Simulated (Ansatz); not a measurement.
Reactions of `CNB(F)F`.

Calculated with Ansatz (gas phase, PBE0-D4/def2-TZVP geometries, no zero-point term in ΔE). CBS: MP2 limit from def2 TZ/QZ plus the TZ coupled-cluster correction, frozen cores. This one scheme is used for every species. DFT in def2-TZVPP. B3LYP here is the variant with VWN-RPA as its local correlation; programs differ in this. Elements past krypton have def2 core potentials. For In, Sn outer-core shells are correlated without core-valence functions, which leaves a few kJ/mol of doubt a bond. One conformer a species, not always the lowest.

| reaction | HF/CBS(def2) (kcal/mol) | B3LYP-D4 (kcal/mol) | r2SCAN-D4 (kcal/mol) | PBE-D4 (kcal/mol) |
| --- | --- | --- | --- | --- |
| `CNB(F)F` + H₂O → `OB(F)F` + CH₃NH₂ | -4.5 | -1.7 | -2.2 | -1.3 |
| `CNB(F)F` + `CC(=O)O` → `CC(=O)OB(F)F` + CH₃NH₂ | 6.1 | 8.4 | 8.6 | 9.7 |
| `CNB(F)F` + `C#[C][In]([F])[F]` → `C#CB(F)F` + `C[NH][In]([F])[F]` | 27.9 | 22.9 | 23.2 | 21.4 |
| `CNB(F)F` + `N[SiH](N)S` → `CN[SiH](N)S` + `NB(F)F` | 1.6 | 1.1 | 1.4 | 1.1 |
| `CNB(F)F` + H–F → `FB(F)F` + CH₃NH₂ | -8.3 | -4.0 | -4.8 | -3.2 |
| `CNB(F)F` + H₂ → `FBF` + CH₃NH₂ | 20.3 | 24.2 | 25.4 | 24.1 |
| `CNB(F)F` + `[SiH3][SiH]1C=N1` → `C[SiH2][SiH]1C=N1` + `NB(F)F` | -15.7 | -17.1 | -18.4 | -17.6 |
| `CNB(F)F` + `[OH][SnH2][OH]` → `OB(F)F` + `C[NH][SnH2][OH]` | 5.1 | 5.6 | 5.7 | 5.7 |

**Question.** Give the CCSD(T)/CBS values in the same order. (Estimate.)

**Answer.** Computed: -1.3, 8.0, 23.2, 1.3, -3.4, 23.4, -18.0, 4.6 kcal/mol.

Largest T1 diagnostic: 0.017, for `[SiH3][SiH]1C=N1`.
